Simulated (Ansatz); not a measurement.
The calculation used DFT PBE, scalar-relativistic, plane waves, PAW (Ansatz). All cells share a 420 eV cutoff and Γ-centred k meshes spaced at most about 0.3 Å⁻¹ (about 0.25 or finer for metals, 2π included). No spin polarisation.

All energies are static (0 K, no zero-point motion).

Two forms of BeSe4 were relaxed alike.

A. Space group P-3m1 (No. 164), trigonal, a = 3.589 Å, c = 8.635 Å. Be is surrounded by 6 Se at 2.43 Å; Se on its first site is surrounded by 3 Be at 2.43 Å and 3 Se at 2.99 Å; Se on its second site has 3 Se at 2.73 Å and 3 Se at 2.99 Å.

B. Space group F-43m (No. 216), cubic, a = 8.986 Å. Around Be lie 4 Se at 2.14 Å; Se has 1 Be at 2.14 Å.

**Question.** Which is lower in energy, and by how much?

**Answer.** A is lower, by 0.33 eV/atom. A has space group P-3m1 (No. 164), 19.3 Å³/atom and no gap on its mesh; B has space group F-43m (No. 216), 36.3 Å³/atom and no gap. Counting Se atoms around Be (those within 1.25 times the shortest such distance or 1.15 times the sum of covalent radii, 1.27 where that leaves under three), A has Be 6 and B has Be 4. The denser one is the lower, and pressure would at first widen the difference. Even the lower one lies +0.11 eV/atom against the reference forms of the elements (uncorrected), so neither is stable at this level. Both come from invented guesses.

Cells relaxed within their symmetry can be saddle points.
